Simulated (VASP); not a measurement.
Here is a VASP 6.6.1 calculation.

INCAR

```
PREC     = Accurate       # precision mode
ENCUT    = 520            # plane-wave cutoff, eV
EDIFF    = 1E-7           # SCF threshold, eV
ISMEAR   = -1             # smearing method
SIGMA    = 0.05           # smearing width, eV
LREAL    = F              # projectors in reciprocal space
LASPH    = T              # aspherical terms in the spheres
NELM     = 100            # most SCF steps
ALGO     = Normal         # electronic algorithm
ISIF     = 2              # what is computed and relaxed
LWAVE    = F              # write WAVECAR
LCHARG   = F              # write CHGCAR
GGA      = PS             # functional
NBANDS   = 18             # bands
```

Contents of KPOINTS:

```
regular mesh
0
Gamma
  10 10 10
```

Contents of POSCAR:

```
TiAl3
1.0
   -1.9111067713      1.9111067713      4.2806687947
    1.9111067713     -1.9111067713      4.2806687947
    1.9111067713      1.9111067713     -4.2806687947
Ti Al
1 3
Direct
    0.0000000000      0.0000000000      0.0000000000
    0.2500000000      0.7500000000      0.5000000000
    0.7500000000      0.2500000000      0.5000000000
    0.5000000000      0.5000000000      0.0000000000
```

Potentials or basis: VASP PAW PBE potentials, release 64 (Ti_sv, Al).

Command:

```sh
$ cat potpaw_PBE.64/Ti_sv/POTCAR potpaw_PBE.64/Al/POTCAR > POTCAR
$ mpirun -np 1 vasp_std > vasp.out
```

(1) Estimate the band gap on the k mesh.

(2) What does it give for the pressure?

## Answers

(1) none (metal or under the smearing width).

(2) -0.4 GPa.

Caveat: the PAW data sets were made with another functional, which shifts forces and pressure a little.
